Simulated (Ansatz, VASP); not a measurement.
**Ta in VASP and in Ansatz**

Contents of INCAR:

```
AGGAC = 1.0 ; AGGAX = 1.0
ALDAC = 0.0 ; ALDAX = 1.0
ALGO = Normal ; EDIFF = 1E-6
ENCUT = 520 ; GGA = B5
ISIF = 2 ; ISMEAR = -1
LASPH = True ; LCHARG = False
LREAL = False ; LWAVE = False
NBANDS = 12 ; NELM = 60
PREC = Accurate ; SIGMA = 0.1
```

Contents of KPOINTS:

```
k-points
0
Gamma
  13 13 13
```

Contents of POSCAR:

```
Ta
1.0
    2.7020724402      0.0000000000      0.0000000000
    0.0000000000      2.7020724402      0.0000000000
    0.0000000000      0.0000000000      2.7020724402
Ta
1
Direct
    0.0000000000      0.0000000000      0.0000000000
```

Input for Ansatz:

```yaml
crystal:
  lattice:
    - [2.7020724402, 0.0, 0.0]
    - [0.0, 2.7020724402, 0.0]
    - [0.0, 0.0, 2.7020724402]
  atoms:
    - { symbol: Ta, position: [0.0, 0.0, 0.0] }
hamiltonian:
  xc: blyp
  pseudopotentials:
    kind: paw
    azcp:
      Ta: "pseudopotentials/Ta.paw.azcp"
basis:
  ecutwfc: 420
  fft_grid_basis: typed
kpoints:
  mp_grid: { grid: [13, 13, 13], shift: [0, 0, 0] }
magnetization:
  spin_polarized: false
scf:
  occupations: { method: fermi_dirac, width: 0.1 }
  lower_state_search: "off"
output:
  stress: true
```

Alike in both runs: task single point; functional BLYP; k mesh 13 × 13 × 13; occupations fermi-dirac, width 0.1 eV; no spin polarisation.

|  | VASP | Ansatz |
| --- | --- | --- |
| version | VASP 6.6.1 | Ansatz 0.2.0 |
| potentials or method | VASP PAW PBE potentials, release 64 (Ta_pv) | plane waves (420 eV) with PAW, scalar-relativistic |
| plane-wave cutoff (eV) | 520 | 420 |
| valence electrons in the cell | 11 | 13 |

VASP gave:

```
pressure (GPa) : 13.7
```

**Question.** What did Ansatz give for the same quantities?

**Answer.** Pressure (GPa): 12.8.

With one functional, cell and mesh, what is left measures potentials, basis and numerics. The two sets of potentials don't hold the same shells in valence.

Caveats: the PAW data sets were made with another functional, which shifts forces and pressure a little (VASP). The runs have no spin-orbit coupling, so splittings on Ta are missing.
